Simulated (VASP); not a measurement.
Wanted: the native input for a VASP 6.6.1 run.

```yaml
Task: relaxation of cell and atoms
Functional: PBE
Potentials_or_basis: VASP PAW PBE potentials, release 64 (Al, N)
Cutoff: 600 eV
k_mesh: 12 × 12 × 12
Occupations: gaussian, width 0.03 eV
Spin: no spin polarisation
Further_INCAR_settings: ALGO = Normal; EDIFF = 1e-07; IBRION = 2; EDIFFG = -0.005; NSW = 90; ISIF = 3
```

The structure of AlN lies in POSCAR:

```
AlN                                     
1.0
    0.0000000000      2.0345180000      2.0345180000
    2.0345180000      0.0000000000      2.0345180000
    2.0345180000      2.0345180000      0.0000000000
  Al              N             
     1     1
Direct
     0.5000000000000000    0.5000000000000000    0.5000000000000000
     0.0000000000000000    0.0000000000000000    0.0000000000000000
```

Measurements of this composition are mostly on another form, of space group No. 186.

One way to write it, as run:

INCAR

```
PREC = Accurate ; ENCUT = 600
EDIFF = 1E-7 ; ISMEAR = 0
SIGMA = 0.03 ; LREAL = False
LASPH = True ; NELM = 80
ALGO = Normal ; ISIF = 3
LWAVE = False ; LCHARG = False
GGA = PE ; IBRION = 2
NSW = 90 ; EDIFFG = -0.005
```

KPOINTS

```
Automatic mesh
0
Gamma
  12 12 12
```

Potentials or basis: VASP PAW PBE potentials, release 64 (Al, N).

Run with:

```bash
$ cat potpaw_PBE.64/Al/POTCAR potpaw_PBE.64/N/POTCAR > POTCAR
$ mpirun -np 1 vasp_std > vasp.out
```

It gave:

The relaxed volume is 8.42 Å³/atom. The relaxed cell is a = 2.877 Å, b = 2.877 Å, c = 2.877 Å, α = 60.00°, β = 60.00°, γ = 60.00°, the space group after relaxing (to 0.05 Å) is Fm-3m (No. 225) and the energy gained by relaxing is 0.0 meV/atom. The ionic steps are 3 and the pressure after relaxing is 0.0 GPa. The band gap on the k mesh is 4.43 eV, indirect (least direct gap 5.42 eV).

It took 12 s on 1 thread of Intel(R) Xeon(R) Platinum 8488C (Sapphire Rapids), on a shared host, peak memory 0.14 GiB.
